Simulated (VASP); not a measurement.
# Ge (Fd-3m) in VASP: settings compared, part 3 of 3

VASP 6.6.1. Earlier steps stand in the parts before.

## Step 4: Phonons, PBEsol

File POSCAR:

```
Ge
1.0
    0.0000000000      2.8370028123      2.8370028123
    2.8370028123      0.0000000000      2.8370028123
    2.8370028123      2.8370028123      0.0000000000
  Ge
     2
Direct
     0.0000000000000000    0.0000000000000000    0.0000000000000000
     0.2500000000000000    0.2500000000000000    0.2500000000000000
```

File INCAR.step1:

```
SYSTEM = Ge
PREC = Accurate
ENCUT = 600
EDIFF = 1E-8
ISMEAR = 0
SIGMA = 0.03
LREAL = .False.
LASPH = .True.
NELM = 80
ALGO = Normal
ISIF = 3
LWAVE = .False.
LCHARG = .False.
GGA = PS
IBRION = 2
NSW = 40
EDIFFG = -0.002
```

File INCAR.step2:

```
SYSTEM = Ge
PREC = Accurate
ENCUT = 600
EDIFF = 1E-8
ISMEAR = 0
SIGMA = 0.03
LREAL = .False.
LASPH = .True.
NELM = 80
ALGO = Normal
ISIF = 2
LWAVE = .False.
LCHARG = .False.
GGA = PS
IBRION = 6
NFREE = 2
POTIM = 0.015
NSW = 1
```

File KPOINTS:

```
Automatic mesh
0
Gamma
  10 10 10
  0 0 0
```

Potentials or basis: VASP PAW PBE potentials, release 64 (Ge_d).

On the command line:

```bash
$ cat potpaw_PBE.64/Ge_d/POTCAR > POTCAR
$ cp INCAR.step1 INCAR
$ mpirun -np 1 vasp_std > vasp.out
$ cp CONTCAR POSCAR
$ cp INCAR.step2 INCAR
$ mpirun -np 1 vasp_std > vasp.out
```

OUTCAR:

```text
SYSTEM = Ge
   PREC = Accurate
   ENCUT = 600
   EDIFF = 1E-8
   ISMEAR = 0
   LREAL = .False.
   LASPH = .True.
   NELM = 80
   ISIF = 2
   GGA = PS
   IBRION = 6
   NFREE = 2
   POTIM = 0.015
   NSW = 1

 ion  position               nearest neighbor table
   1  0.000  0.000  0.000-   2 2.46   2 2.46   2 2.46   2 2.46
   2  0.250  0.250  0.250-   1 2.46   1 2.46   1 2.46   1 2.46

  LATTYP: Found a face centered cubic cell.
 ALAT       =     5.6740056246

  Lattice vectors:

 A1 = (   0.0000000000,   2.8370028123,   2.8370028123)
 A2 = (   2.8370028123,   0.0000000000,   2.8370028123)
 A3 = (   2.8370028123,   2.8370028123,   0.0000000000)

Analysis of symmetry for initial positions (statically):
=====================================================================
 Subroutine PRICEL returns:
 Original cell was already a primitive cell.

 Routine SETGRP: Setting up the symmetry group for a
 face centered cubic supercell.

 Subroutine GETGRP returns: Found 48 space group operations
 (whereof 24 operations were pure point group operations)
 out of a pool of 48 trial point group operations.

The static configuration has the point symmetry T_d .
 The point group associated with its full space group is O_h .

Analysis of symmetry for dynamics (positions and initial velocities):
=====================================================================
 Subroutine PRICEL returns:
 Original cell was already a primitive cell.
[... 230 lines left out ...]

 number of electron      28.0000015 magnetization

 Free energy of the ion-electron system (eV)
  ---------------------------------------------------
  ext. energy  EPLUGINS =         0.00000000
  ---------------------------------------------------
  free energy    TOTEN  =        -9.87028854 eV

  energy without entropy =       -9.87027486  energy(sigma->0) =       -9.87028170

 E-fermi :   4.8100     XC(G=0): -10.0876

 val. band max:        4.7796999236   @ k =   0.0000   0.0000   0.0000
 cond. band min:       4.8485907557   @ k =   0.0000   0.0000   0.0000
 fundamental gap:      0.0688908320
 Fermi energy:         4.8099535443

 k-point     1 :       0.0000    0.0000    0.0000
  band No.  band energies     occupation
      1     -19.9752      2.00000
      2     -19.9723      2.00000
      3     -19.9689      2.00000
      4     -19.9363      2.00000
      5     -19.9361      2.00000
      6     -19.7306      2.00000
[... 481 lines left out ...]
      5     -19.8544      2.00000
      6     -19.8313      2.00000
[... 10 lines left out ...]
     17      11.3661      0.00000
     18      11.9300      0.00000

 [... further k-points ...]
[... 5 lines left out ...]
  --------------------------------------------------------------------------------------
  -------------------------------------------------------------------------------------
  Total        0.0093946      0.0060522      0.0060522      0.0000000     -0.1243553      0.0000000
  in kB        0.3295950      0.2123305      0.2123305      0.0000000     -4.3628032      0.0000000
  external PRESSURE =       0.2514186 kB  Pullay stress =       0.0000000 kB
[... 17 lines left out ...]
  FREE ENERGIE OF THE ION-ELECTRON SYSTEM (eV)
  ---------------------------------------------------
  free  energy   TOTEN  =        -9.8702885406 eV

  energy  without entropy=       -9.8702748562  energy(sigma->0) =       -9.87028170

 INTERNAL STRAIN TENSORS FROM DISPLACED ATOMS
 ============================================

 INTERNAL STRAIN TENSOR FOR ION    1 for displacements in x,y,z  (eV/Angst):
          X           Y           Z          XY          YZ          ZX
  --------------------------------------------------------------------------------
  x     0.00000     0.00000     0.00000     0.00000     8.29363     0.00000
  y     0.00000     0.00000     0.00000     0.00000     0.00000     8.29363
  z     0.00000     0.00000     0.00000     8.29363     0.00000     0.00000

 INTERNAL STRAIN TENSOR FOR ION    2 for displacements in x,y,z  (eV/Angst):
          X           Y           Z          XY          YZ          ZX
  --------------------------------------------------------------------------------
  x     0.00000     0.00000     0.00000     0.00000    -8.29363     0.00000
  y     0.00000     0.00000     0.00000     0.00000     0.00000    -8.29363
  z     0.00000     0.00000     0.00000    -8.29363     0.00000     0.00000

 Eigenvectors and eigenvalues of the dynamical matrix
 ----------------------------------------------------

   1 f  =    8.457670 THz    53.141107 2PiTHz  282.117497 cm-1    34.978096 meV
             X         Y         Z           dx          dy          dz
      0.000000  0.000000  0.000000     0.000000   -0.707107    0.000000
      1.418501  1.418501  1.418501     0.000000    0.707107    0.000000
[... 21 lines left out ...]
   6 f  =    0.000000 THz     0.000000 2PiTHz    0.000000 cm-1     0.000000 meV
             X         Y         Z           dx          dy          dz
      0.000000  0.000000  0.000000     0.000000    0.000000    0.707107
      1.418501  1.418501  1.418501     0.000000    0.000000    0.707107

 ELASTIC MODULI CONTR FROM IONIC RELAXATION (kBar)
 Direction    XX          YY          ZZ          XY          YZ          ZX
 --------------------------------------------------------------------------------
 XX           0.0000      0.0000      0.0000      0.0000      0.0000      0.0000
 YY           0.0000      0.0000      0.0000      0.0000      0.0000      0.0000
 ZZ           0.0000      0.0000      0.0000      0.0000      0.0000      0.0000
 XY           0.0000      0.0000      0.0000   -227.1037      0.0000     -0.0000
 YZ           0.0000      0.0000      0.0000      0.0000   -227.1037      0.0000
 ZX           0.0000      0.0000      0.0000     -0.0000      0.0000   -227.1037
 --------------------------------------------------------------------------------
```

OSZICAR.step1:

```text
N       E                     dE             d eps       ncg     rms          rms(c)
DAV:   1     0.170489266681E+03    0.17049E+03   -0.16596E+04  1720   0.456E+03
DAV:   2     0.123875789963E+02   -0.15810E+03   -0.15542E+03  1700   0.571E+02
DAV:   3    -0.931208808721E+01   -0.21700E+02   -0.21494E+02  1846   0.155E+02
DAV:   4    -0.100084123519E+02   -0.69632E+00   -0.69494E+00  1922   0.316E+01
DAV:   5    -0.100203671601E+02   -0.11955E-01   -0.11953E-01  1906   0.434E+00    0.322E+00
DAV:   6    -0.991889501938E+01    0.10147E+00   -0.40594E-02  1998   0.268E+00    0.184E+00
DAV:   7    -0.987030991131E+01    0.48585E-01   -0.71778E-02  1762   0.286E+00    0.157E-01
DAV:   8    -0.987135878472E+01   -0.10489E-02   -0.75133E-03  1932   0.144E+00    0.479E-02
DAV:   9    -0.987144958985E+01   -0.90805E-04   -0.34582E-04  1988   0.325E-01    0.976E-03
DAV:  10    -0.987146007149E+01   -0.10482E-04   -0.22635E-05  1948   0.562E-02    0.505E-03
DAV:  11    -0.987146124928E+01   -0.11778E-05   -0.41491E-06  2194   0.305E-02    0.137E-03
DAV:  12    -0.987146097338E+01    0.27590E-06   -0.81813E-07  2146   0.179E-02    0.346E-04
DAV:  13    -0.987146093281E+01    0.40566E-07   -0.18717E-08  1438   0.180E-03    0.975E-05
DAV:  14    -0.987146091043E+01    0.22386E-07   -0.65420E-09   936   0.165E-03    0.192E-05
DAV:  15    -0.987146091025E+01    0.18008E-09   -0.12177E-09   880   0.556E-04
   1 F= -.98714609E+01 E0= -.98714378E+01  d E =-.987146E+01
```

Wall time 3.2 min (1 thread of Intel Xeon Platinum 8488C (Sapphire Rapids), shared host); peak memory 0.36 GiB.

What came out:

| Quantity | Value |
| --- | --- |
| Highest phonon frequency at Γ | 282 cm⁻¹ |

Phonon frequencies in cm⁻¹ (negative: imaginary):
```tsv
q point	frequencies
(0.000, 0.000, 0.000)	0 0 0 282 282 282
```

Caveat: the PAW data sets were made with another functional, which shifts forces and pressure a little.

## Step 5: Phonons, PBEsol, target pressure -1.5 GPa, at which the enthalpy is minimised

POSCAR is that of step 4.

Edit INCAR.step1 of step 4 so:

```diff
@@ -14,2 +14,3 @@
 GGA = PS
+PSTRESS = -15.0
 IBRION = 2
```

Edit INCAR.step2 of step 4 so:

```diff
@@ -14,2 +14,3 @@
 GGA = PS
+PSTRESS = -15.0
 IBRION = 6
```

KPOINTS is that of step 4.

Potentials or basis: VASP PAW PBE potentials, release 64 (Ge_d).

On the command line:

```bash
$ cat potpaw_PBE.64/Ge_d/POTCAR > POTCAR
$ cp INCAR.step1 INCAR
$ mpirun -np 1 vasp_std > vasp.out
$ cp CONTCAR POSCAR
$ cp INCAR.step2 INCAR
$ mpirun -np 1 vasp_std > vasp.out
```

OUTCAR:

```text
SYSTEM = Ge
   PREC = Accurate
   ENCUT = 600
   EDIFF = 1E-8
   ISMEAR = 0
   LREAL = .False.
   LASPH = .True.
   NELM = 80
   ISIF = 2
   GGA = PS
   PSTRESS = -15.0
   IBRION = 6
   NFREE = 2
   POTIM = 0.015
   NSW = 1

 ion  position               nearest neighbor table
[... 829 lines left out ...]
  --------------------------------------------------------------------------------
  x     0.00000    -0.00000    -0.00000     0.00000     7.74611     0.00000
  y    -0.00000     0.00000    -0.00000     0.00000     0.00000     7.74611
  z    -0.00000    -0.00000     0.00000     7.74611     0.00000     0.00000

 INTERNAL STRAIN TENSOR FOR ION    2 for displacements in x,y,z  (eV/Angst):
          X           Y           Z          XY          YZ          ZX
  --------------------------------------------------------------------------------
  x     0.00000     0.00000     0.00000     0.00000    -7.74611     0.00000
  y     0.00000     0.00000     0.00000     0.00000     0.00000    -7.74611
  z     0.00000     0.00000     0.00000    -7.74611     0.00000     0.00000

 Eigenvectors and eigenvalues of the dynamical matrix
 ----------------------------------------------------

   1 f  =    8.187030 THz    51.440627 2PiTHz  273.089927 cm-1    33.858820 meV
             X         Y         Z           dx          dy          dz
      0.000000  0.000000  0.000000     0.000000   -0.707107    0.000000
      1.429727  1.429727  1.429727     0.000000    0.707107    0.000000
[... 21 lines left out ...]
   6 f  =    0.000000 THz     0.000000 2PiTHz    0.000000 cm-1     0.000000 meV
             X         Y         Z           dx          dy          dz
      0.000000  0.000000  0.000000     0.000000    0.000000    0.707107
      1.429727  1.429727  1.429727     0.000000    0.000000    0.707107

 ELASTIC MODULI CONTR FROM IONIC RELAXATION (kBar)
 Direction    XX          YY          ZZ          XY          YZ          ZX
 --------------------------------------------------------------------------------
 XX          -0.0000     -0.0000     -0.0000      0.0000      0.0000      0.0000
 YY          -0.0000     -0.0000     -0.0000      0.0000      0.0000      0.0000
 ZZ          -0.0000     -0.0000     -0.0000      0.0000      0.0000      0.0000
 XY           0.0000      0.0000      0.0000   -206.4810      0.0000      0.0000
 YZ           0.0000      0.0000      0.0000      0.0000   -206.4810      0.0000
 ZX           0.0000      0.0000      0.0000      0.0000      0.0000   -206.4810
 --------------------------------------------------------------------------------
```

Wall time 4.1 min (1 thread of Intel Xeon Platinum 8488C (Sapphire Rapids), shared host); peak memory 0.37 GiB.

Results:

```yaml
Relaxed_volume: 23.38 Å³/atom
Relaxed_cell: a = 4.044 Å, b = 4.044 Å, c = 4.044 Å, α = 60.00°, β = 60.00°, γ = 60.00°
Space_group_after_relaxing_to_0.05_Å: Fd-3m (No. 227)
Highest_phonon_frequency_at_Γ: 273 cm⁻¹
```

The path:
```
step  energy change (eV)  largest force (eV/Å)  pressure (GPa)  volume (Å³)
   1              0.0000                0.0000            0.01        45.67
   2              0.0089                0.0000           -1.92        47.10
   3              0.0052                0.0000           -1.51        46.76
```

Final structure:
```
Ge
1.0
     0.00000    2.85945    2.85945
     2.85945    0.00000    2.85945
     2.85945    2.85945    0.00000
Ge
2
Direct
  0.00000 0.00000 0.00000
  0.25000 0.25000 0.25000
```

Phonon frequencies in cm⁻¹ (negative: imaginary):
```csv
q point,frequencies
"(0.000, 0.000, 0.000)",0 0 0 273 273 273
```

Caveat: the PAW data sets were made with another functional, which shifts forces and pressure a little.
